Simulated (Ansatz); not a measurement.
## Bismuth (bcc) across density functionals

All rows: Ansatz, plane waves with scalar-relativistic PAW, 420 eV (500 eV for the SCAN forms), relaxed under each functional, no dispersion correction, no zero-point motion. B₀ comes from uniform scaling at fixed shape; a dash is a value not given.

```
functional  V (Å³/atom)         cell  B₀ (GPa)     magnetic state  ΔE to A7 rhombohedral (meV/atom)
       PBE        31.66  a = 3.986 Å        52  spin not included                               132
    r²SCAN        31.22  a = 3.967 Å        56  spin not included                               233
    PBEsol        30.09  a = 3.919 Å        60  spin not included                                79
       LDA        29.40  a = 3.889 Å        63  spin not included                                93
    revPBE        32.31  a = 4.013 Å        49  spin not included                               151
      BLYP        34.36  a = 4.096 Å        41  spin not included                               309
```

Task: What does RPBE give?

Result: V (Å³/atom): 32.57; cell: a = 4.024 Å; B₀ (GPa): 47; magnetic state: spin not included; ΔE to A7 rhombohedral (meV/atom): 160.
